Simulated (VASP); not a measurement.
Set up this calculation in VASP 6.6.1, as the native input.

- Task: relaxation of cell and atoms
- Functional: LDA
- Potentials or basis: VASP PAW LDA potentials, release 64 (Ge_d)
- Cutoff: 600 eV
- k mesh: 12 × 12 × 5
- Occupations: gaussian, width 0.03 eV
- Spin: no spin polarisation
- Further INCAR settings: ALGO = Normal; EDIFF = 1e-06; IBRION = 2; EDIFFG = -0.01; NSW = 90; ISIF = 3

The structure of Ge lies in POSCAR:

```
Ge
1.0
    3.9975858431      0.0000000000      0.0000000000
   -1.9987929216      3.4620108940      0.0000000000
    0.0000000000      0.0000000000      6.5993779500
Ge
4
Direct
    0.6666666700      0.3333333300      0.0629012500
    0.3333333300      0.6666666700      0.5629012500
    0.6666666700      0.3333333300      0.4370987500
    0.3333333300      0.6666666700      0.9370987500
```

This isn't the form of Ge at room conditions, which is diamond.

One way to write it, as run:

INCAR

```
SYSTEM = Ge
ALGO     = Normal         ! electronic algorithm
EDIFF    = 1E-6           ! SCF threshold, eV
EDIFFG   = -0.01          ! ionic threshold
ENCUT    = 600            ! plane-wave cutoff, eV
IBRION   = 2              ! ionic algorithm
ISIF     = 3              ! what is computed and relaxed
ISMEAR   = 0              ! smearing method
KPAR     = 2            
LASPH    = .TRUE.         ! aspherical terms in the spheres
LCHARG   = .FALSE.        ! write CHGCAR
LREAL    = .FALSE.        ! projectors in reciprocal space
LWAVE    = .FALSE.        ! write WAVECAR
NELM     = 80             ! most SCF steps
NSW      = 90             ! ionic steps
PREC     = Accurate       ! precision mode
SIGMA    = 0.03           ! smearing width, eV
```

KPOINTS

```
k-points
0
G
  12 12 5
  0 0 0
```

Potentials or basis: VASP PAW LDA potentials, release 64 (Ge_d).

Command:

```bash
$ cat potpaw_LDA.64/Ge_d/POTCAR > POTCAR
$ mpirun -np 2 vasp_std > vasp.out
```

It gave:

* Relaxed volume: 22.22 Å³/atom
* Relaxed cell: a = 3.962 Å, b = 3.962 Å, c = 6.537 Å, α = 90.00°, β = 90.00°, γ = 120.00°
* Space group after relaxing (to 0.05 Å): P6_3/mmc (No. 194)
* Energy gained by relaxing: 3.6 meV/atom
* Ionic steps: 7
* Pressure after relaxing: 0.0 GPa
* Band gap on the k mesh: none (metal or under the smearing width)

It took 4.2 min on 2 MPI ranks on Intel(R) Xeon(R) Platinum 8259CL CPU @ 2.50GHz (Skylake/Cascade Lake), on a shared host, peak memory 0.28 GiB a rank.
